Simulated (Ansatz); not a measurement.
## A convergence test on KI (Fm-3m): k mesh of the hybrid

Aim: see how gap, energy and time of KI (Fm-3m) follow the k mesh of the hybrid.

Main program and level: Ansatz 0.2.0; DFT, HSE06, plane waves, PAW.

### Step 1. Set-up

Symmetry: Fm-3m, No. 225, cubic system. Conventional cell: a = 7.066 Å, b = 7.066 Å, c = 7.066 Å, α = 90.00°, β = 90.00°, γ = 90.00°. Nearest to K lie 6 I at 3.53 Å. Nearest to I lie 6 K at 3.53 Å. Farther neighbours and most contacts between anions are not listed.

The cell and positions come from the Crystallography Open Database and are kept as given unless a step says otherwise. Spin-orbit coupling is left out unless a step names it. The default PAW set here is soft_2. Its files were made with PBE.

### Step 2. k mesh of the hybrid: 2×2×2

File input.yaml:

```yaml
crystal:
  lattice:
    - [0.0, 3.532775, 3.532775]
    - [3.532775, 0.0, 3.532775]
    - [3.532775, 3.532775, 0.0]
  atoms:
    - { symbol: K, position: [0.0, 0.0, 0.0] }
    - { symbol: I, position: [0.5, 0.5, 0.5] }
kpoints:
  mp_grid: { grid: [2, 2, 2] }
  band_path:
    path:
      - [0.0, 0.0, 0.0]
      - [0.5, 0.0, 0.5]
      - [0.625, 0.25, 0.625]
      - [0.375, 0.375, 0.75]
      - [0.5, 0.5, 0.5]
      - [0.5, 0.25, 0.75]
    npoints: 1
hamiltonian:
  xc: hse06
scf:
  occupations: { method: fixed }
  n_extra_bands: 4
output:
  eigenvalues: true
```

Run with:

```console
$ ansatz run input.yaml --threads 3 --pin off --max-ram 92160MiB --backend cuda --events-out ev --progress --plain --runs-dir out --devices 1 --max-vram 13GiB
```

Numbers of over 12 decimals in the logs are rounded to 6 here.

The log of the run:

```text
scf.n_extra_bands = 4 over 13 filled bands (N_el = 26.0): the run solves 17 bands
exact exchange: scf.exx.singularity resolves to wigner_seitz, which cuts the screened interaction at the faces of the exchange supercell's Wigner-Seitz cell, so that each pair interacts once, at the shortest of its separations (the periodic images that this leaves out come, for a point-like exchange hole, to about 0.014 eV on a filled level). The cut falls within the interaction's reach, and what an exchange supercel [...]
GPUs: using 1 of 1 available (devices: 1).
Engine: ansatz 0.2.0, x86_64-unknown-linux-gnu
Pseudopotentials: kind: paw
Pseudopotential: K, paw, valence charge 9, recommended cutoff 420 eV (normal), K.paw.azcp
Pseudopotential: I, paw, valence charge 17, recommended cutoff 420 eV (normal), I.paw.azcp
Functional definition: HSE06
  parameter a = 0.25
  parameter omega = 0.11/bohr
  exchange = pbe_x - a*pbe_x_sr(omega) + a*exact_x_sr(omega)
  correlation = pbe_c
davidson cushion auto → on  (no smearing: the cushion is to keep the highest requested band from converging to the state above it; pin scf.eigensolver.cushion to override)
device memory: the entry about to start is reckoned to put 1.1 GiB on a device that reports 56.0 GiB free (of which the cap on the GPU budget leaves the run 13.0 GiB)
GPU FFT provider: cuFFT
GPU libraries: cuBLAS 13.8.2, cuFFT 12.4.0, cuSOLVER 12.3.4
Crystal: 2 atoms, lattice volume = 88.182 Å³
Basis set: ecut = 420 eV, 1759 PW (Γ)
Bands: 17, of which v1, the nominal top of the filled ones, is band 13 counted from 1 (12 counted from 0)
Symmetry: 48 space group operations
Space group: Fm-3m (ITA 225), of the structure as read, at distance tolerance 4.5e-5 Å
k-points: 3 of 8
Non-local potential: K, projectors of the file, l = 0: 3, l = 1: 2, l = 2: 2
Non-local potential: I, projectors of the file, l = 0: 2, l = 1: 2, l = 2: 2, l = 3: 2
PAW form: soft (Blöchl's): semilocal exchange-correlation on the pseudo side does not see the compensation charge
PAW frozen core: K, regenerated for the run's functional, and the local potential with it (the file was generated under x = pbe(κ = 0.804, μ = 0.219515), c = pbe(β = 0.066725))
PAW frozen core: I, regenerated for the run's functional, and the local potential with it (the file was generated under x = pbe(κ = 0.804, μ = 0.219515), c = pbe(β = 0.066725))
PAW one-centre angular grid: K, 110 points (default); XC on 64 Gauss nodes
PAW one-centre angular grid: I, 590 points (default); XC on 96 Gauss nodes
Initial density: superposition of atomic densities (neutral atoms: chi_scale 0, normalization atom), corrected by the library's trained network
Initial wavefunctions: pseudopotential atomic-orbital guess
GPU buffer pool allocated for 46656 grid points (all kernels)
GPU transforms: local potential and band sums: pruned to the plane-wave sphere, on 36×36×36
Functional: x = pbe(κ = 0.804, μ = 0.219515), c = pbe(β = 0.066725), warm-up for x = pbe(κ = 0.804, μ = 0.219515) + 0.25 (exact − pbe) at short range (hse, ω = 0.207870 Å⁻¹), c = pbe(β = 0.066725); HSE06 as pw.x's `hse` composes it (authors' and Libxc's form: `xc: wpbeh`)
SCF iter   1: F=—  HF=-9053.540795 eV  |F-HF|=—  |Δ(HF+E_count)|=         —  Δρ=1.49e-3  dr2=5.70e-3  ethr=1.77e-3  ⟨swp⟩=14.0  Hψ=264  notcnv=0
preconditioner: auto → none  [insulator: Δε(μ)=3.959 eV  Ē_g=13.924 eV  n_scr=14 (ndim 8)  ℏωp=14.8 eV  f_vac=0.139]
iter 2 solved again at ethr=1.15e-6 eV; its pass at ethr=2.19e-5 eV (dr2=3.00e-4 eV) is discarded
SCF iter   2: F=-9053.540402 eV  HF=-9053.540210 eV  |F-HF|=1.92e-4  |Δ(HF+E_count)|=   5.85e-4  Δρ=4.85e-4  dr2=2.97e-4  ethr=1.15e-6  ⟨swp⟩=3.7  Hψ=298  notcnv=0  defer=2
SCF 1 stopped early in 2 iterations: F = -9053.540402 eV  dr2 = 2.97e-4
  greatest PAW one-centre occupation: 0.999 electrons in one spin orbital (limit 2), on the I atom at site 1 (counted from 0), in its partial waves of l = 2
[...]
Frozen-core exchange: fock
SCF iter   1: F=—  HF=-9059.287562 eV  |F-HF|=—  |Δ(HF+E_count)|=         —  Δρ=1.82e-3  dr2=3.22e-3  ethr=1.14e-5  ⟨swp⟩=7.7  Hψ=237  notcnv=0
preconditioner: auto → none  [insulator: Δε(μ)=4.971 eV  Ē_g=15.550 eV  n_scr=14 (ndim 8)  ℏωp=14.8 eV  f_vac=0.148]
SCF iter   2: F=—  HF=-9059.287373 eV  |F-HF|=—  |Δ(HF+E_count)|=   1.89e-4  Δρ=8.50e-4  dr2=6.50e-4  ethr=1.13e-5  ⟨swp⟩=3.3  Hψ=130  notcnv=0
SCF iter   3: F=—  HF=-9059.289627 eV  |F-HF|=—  |Δ(HF+E_count)|=   2.25e-3  Δρ=2.53e-4  dr2=6.50e-5  ethr=1.91e-6  ⟨swp⟩=5.0  Hψ=170  notcnv=0
SCF iter   4: F=—  HF=-9059.289629 eV  |F-HF|=—  |Δ(HF+E_count)|=   2.74e-6  Δρ=5.49e-5  dr2=3.17e-6  ethr=2.31e-7  ⟨swp⟩=4.0  Hψ=144  notcnv=0
SCF iter   5: F=-9059.289657 eV  HF=-9059.289657 eV  |F-HF|=8.39e-8  |Δ(HF+E_count)|=   2.75e-5  Δρ=2.86e-5  dr2=4.42e-7  ethr=4.72e-9  ⟨swp⟩=6.7  Hψ=195  notcnv=0  defer=5
SCF 2 stopped early in 5 iterations: F = -9059.289657 eV  dr2 = 4.42e-7
hybrid outer 1: dexx = +2.378e-3 eV, tail = 7.16e-6 eV
GPU FFT provider: cuFFT
GPU libraries: cuBLAS 13.8.2, cuFFT 12.4.0, cuSOLVER 12.3.4
GPU buffer pool allocated for 46656 grid points (all kernels)
GPU transforms: local potential and band sums: pruned to the plane-wave sphere, on 36×36×36
Exchange kernel: α = 0.2500, screened, ω = 0.2079 Å⁻¹, Wigner–Seitz truncation, v(0) = 857.5543 eV·Å³, q-mesh 2×2×2, nearest image of the exchange supercell L = 9.99 Å, pair-density grid 18×18×18, without the augmentation charges, whose exchange is taken in its separable form by FFT convolution over the k-point mesh (sized by the pseudopotential files, 30×30×30 at the most), smooth part of the exact exchange by density-matrix convolution in up to 395.9 MiB of GPU memory as planned if the GPU has room (build and FFT work areas not counted)
Frozen-core exchange: fock
SCF iter   1: F=—  HF=-9059.289651 eV  |F-HF|=—  |Δ(HF+E_count)|=         —  Δρ=2.81e-5  dr2=3.99e-7  ethr=1.38e-7  ⟨swp⟩=3.3  Hψ=129  notcnv=0
preconditioner: auto → none  [insulator: Δε(μ)=4.986 eV  Ē_g=15.564 eV  n_scr=14 (ndim 8)  ℏωp=14.8 eV  f_vac=0.167]
SCF iter   2: F=-9059.289651 eV  HF=-9059.289651 eV  |F-HF|=1.08e-8  |Δ(HF+E_count)|=   1.37e-7  Δρ=1.12e-5  dr2=4.23e-8  ethr=1.42e-9  ⟨swp⟩=4.7  Hψ=159  notcnv=0
SCF 3 converged in 2 iterations: F = -9059.289651 eV  dr2 = 4.23e-8
hybrid outer 2: dexx = +6.430e-8 eV, tail = 9.39e-8 eV, Δε = 2.16e-3 eV (about 3.27e-4 eV left of the loop's levels)
the search or the solves at the SCF's close seem to have found levels that the self-consistency loop had missed (the run counts 1). By its estimate they hold under 1e-12 electrons; where the run keeps them, the occupations were computed again with them
device memory: the entry about to start is reckoned to put 0.4 GiB on a device that reports 48.4 GiB free (of which the cap on the GPU budget leaves the run 13.0 GiB)
NSCF: frozen V_eff on 6 k-points
hybrid SCF converged: 2 outer / 7 inner (+2 warm-up), last move |dexx| = 6.43e-8 eV, tail = 9.39e-8 eV
Stability not checked: this state was not tested for a lower state beside it, because the functional holds exact exchange (a hybrid, or Hartree-Fock), whose exchange loop this test does not read (fock_operator; see scf.lower_state_search)
Free energy (F): -9059.289651 eV
Frozen-core exchange: fock
Harris-Foulkes:  -9059.289651 eV  (|F-HF|=1.08e-8)
Internal energy: -9059.289651 eV  (E = F + TS)
E sigma→0 (E₀):  -9059.289651 eV
Fermi energy:    1.605803 eV
--- Per-component energies (eV) ---
  E_band       = -573.266354
  E_kinetic    = 443.645654
  E_local      = -2832.103191  (includes V_loc(G=0)·N_el)
  E_nonlocal   = -77.567022
  E_hartree    = 1344.217370
  E_xc         = -211.618634
  E_vxc        = -234.260582  (∫ρ·V_xc dr)
  E_exx        = -74.401453  (= α·E_x^exact, valence–valence)
  E_paw        = -5582.531364  (= ΣΔE_a)
  E_vpaw       = -412.607704  (= ΣTr[D̂ρ^β])
  E_aug_tail   = -0.000005  (compensation charges beyond the density's cutoff)
  E_ewald      = -2068.432357
  E_core_change = -0.498648  (= ΣΔE_core)
  E_smearing   = -0.000000  (= −TS)
  E_closure    = 0.000000  (closes the sum)
  Σ components = -9059.289651   (vs F -9059.289651, Δ=-1.82e-12)
--- Band table (eV) ---
  k-point 0: bands = [... 9 lower, -9.7213, 1.6058, 1.6058, 1.6058, 6.5913, 9.2210, 9.2210, 9.2210]
  k-point 1: bands = [... 9 lower, -9.4169, 0.2421, 1.2590, 1.2590, 8.1127, 10.5049, 10.8409, 10.8409]
  k-point 2: bands = [... 9 lower, -9.5608, 0.5641, 1.2204, 1.2204, 7.5323, 8.4254, 11.0362, 11.5246]
```

Elapsed: 15 s, on 1 × NVIDIA H100 80GB HBM3 (shared by 6 runs) with 3 threads of AMD EPYC 7R13 (Zen 3), shared host; peak memory 0.99 GiB.

In the SCF lines HF is the Harris–Foulkes energy and dr2 the Hartree energy of the density residual, in eV; the loop may stop once dr2 is under the threshold and the program's other checks hold. Hψ counts applications of the Hamiltonian.

This step gave:

* gap: 4.986 eV
* valence top at: Γ
* conduction bottom at: Γ
* least direct gap: 4.986 eV
* exact-exchange fraction: 0.25

The gap is direct, at Γ.

### Step 3. k mesh of the hybrid: 4×4×4

Changes to input.yaml since step 2:

```diff
@@ -9,3 +9,3 @@
 kpoints:
-  mp_grid: { grid: [2, 2, 2] }
+  mp_grid: { grid: [4, 4, 4] }
   band_path:
```

The log of the run:

```text
[...]
GPUs: using 1 of 1 available (devices: 1).
[...]
GPU FFT provider: cuFFT
GPU libraries: cuBLAS 13.8.2, cuFFT 12.4.0, cuSOLVER 12.3.4
Crystal: 2 atoms, lattice volume = 88.182 Å³
Basis set: ecut = 420 eV, 1759 PW (Γ)
Bands: 17, of which v1, the nominal top of the filled ones, is band 13 counted from 1 (12 counted from 0)
Symmetry: 48 space group operations
[...]
k-points: 8 of 64
[...]
Internal energy: -9059.425834 eV  (E = F + TS)
E sigma→0 (E₀):  -9059.425834 eV
Fermi energy:    1.550692 eV
[...]
--- Band table (eV; the first three rows and the last of 8) ---
  k-point 0: bands = [... 9 lower, -9.8259, 1.5507, 1.5507, 1.5507, 6.5163, 9.1919, 9.1919, 9.1919]
  k-point 1: bands = [... 9 lower, -9.6616, 0.7638, 1.3682, 1.3682, 7.6203, 9.2174, 9.8337, 9.8337]
  k-point 2: bands = [... 9 lower, -9.5064, 0.1575, 1.2006, 1.2006, 8.0447, 10.4561, 10.8020, 10.8020]
  k-point 7: bands = [... 9 lower, -9.5910, 0.7747, 0.7747, 0.9221, 9.0858, 9.0858, 9.3093, 11.0037]
[key lines of the parts left out:]
Free energy (F): -9059.425834 eV
```

Elapsed: 13 s, on 1 × NVIDIA H100 80GB HBM3 (shared by 6 runs) with 3 threads; peak memory 1 GiB.

This step gave:

```yaml
gap: 4.966 eV
valence_top_at: Γ
conduction_bottom_at: Γ
least_direct_gap: 4.966 eV
```

The gap is 4.966 eV, −0.020 eV from the run before at this level.

### Step 4. The series

Differences are against the last row; a negative gap means that bands overlap, and a run with a band path holds that path's time. Times are wall times on 1 × NVIDIA H100 80GB HBM3 (shared by 6 runs) with 3 threads of AMD EPYC 7R13 (Zen 3), shared host, good to a factor of about two.

```tsv
k mesh of the hybrid	gap (eV)	direct gap (eV)	gap error (eV)	energy error (meV/atom)	irreducible k	time
2×2×2	4.986	4.986	+0.020	+68.1	3	15 s
4×4×4	4.966	4.966	+0.000	+0.0	8	13 s
```

### Step 5. Results

| Quantity | Value |
| --- | --- |
| 2×2×2 | 4.986 eV |
| 4×4×4 | 4.966 eV |

The gap holds to 0.02 eV from 2×2×2 on, the cheapest setting tried. At 2×2×2 the gap is off by +0.020 eV and the energy by +68 meV/atom. The gap is read over the mesh and added points near the edges, so meshes differ mainly through the density and, for a hybrid, the exchange operator.

[Paths, hosts, dates, memory and timing lines, banners, echoed tables and standing remarks are left out of the program output.]

[Logs are printed without paths, hosts, clocks, repeated set-up lines and the standing remarks that a program may print on its own settings, such as how far it seeks lower states.]

[Runs of the session that timed out or met a known fault of the program may be left out.]

[Cells called generated may have been cut or substituted from an entry of the Crystallography Open Database or the Materials Project.]

[Hosts, paths, dates, database ids (printed as entryN), source tags and the programs' standing remarks are cut or masked in the printed files.]
